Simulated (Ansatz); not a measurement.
**SiO2: do the settings matter for the field gradients?**

Cell: a COD entry.

```cif
data_SiO2
_symmetry_space_group_name_H-M 'P4_12_12'
_symmetry_Int_Tables_number 92
_cell_length_a 4.9080
_cell_length_b 4.9080
_cell_length_c 6.7840
_cell_angle_alpha 90.000
_cell_angle_beta 90.000
_cell_angle_gamma 90.000
loop_
_atom_site_label
_atom_site_type_symbol
_atom_site_symmetry_multiplicity
_atom_site_Wyckoff_symbol
_atom_site_fract_x
_atom_site_fract_y
_atom_site_fract_z
Si Si 4 a 0.3083 0.3083 0.0000
O O 8 b 0.2387 0.1161 0.1865
```

One atom of each set is listed.

Reference run. Computed with Ansatz: DFT, PBE, plane waves and PAW, scalar-relativistic, 420 eV cutoff, Γ-centred 5×5×4 k-points, Fermi–Dirac smearing 0.02 eV.

Problem. The input is changed as follows: `hamiltonian.xc`: pbe → r2scan; `scf.occupations.width`: 0.02 → not typed; `scf.occupations.method`: fermi_dirac → tetrahedron. What happens to V_zz (10²¹ V/m²) and η?

Solution. 

```json
{"site": "Si", "V_zz reference": "-1.16", "η reference": "0.72", "V_zz changed": "-1.15", "η changed": "0.69"}
{"site": "O", "V_zz reference": "8.76", "η reference": "0.20", "V_zz changed": "8.62", "η changed": "0.20"}
```

The largest change of V_zz is on O, from 8.76 to 8.62. In per cent, |V_zz| changes by -1 on Si, -2 on O (all sites that start above 0.5). The gap of 5.9 eV is far wider than the smearing, so the levels stay full or empty whatever the smearing's form; with a small gap this would fail. The cutoff that the program takes moves with it, from 420 to 500 eV. Its pressure is 5 GPa, against 10 GPa in the reference run. SCF iterations: 6 and 7. New warnings: band table not solved further, tetrahedron derivatives may miss energy slope.

On the reference run: The calculated pressure of 10 GPa (PBE) comes largely from the unrelaxed atoms: it is 2.2 GPa once they are relaxed in the same cell. The largest force is 0.9 eV/Å, so the atoms aren't at the calculated equilibrium and relaxing them would move these values. The cell is 5 % smaller than that of α-cristobalite at ambient conditions, so the entry probably stands for a crystal under pressure.
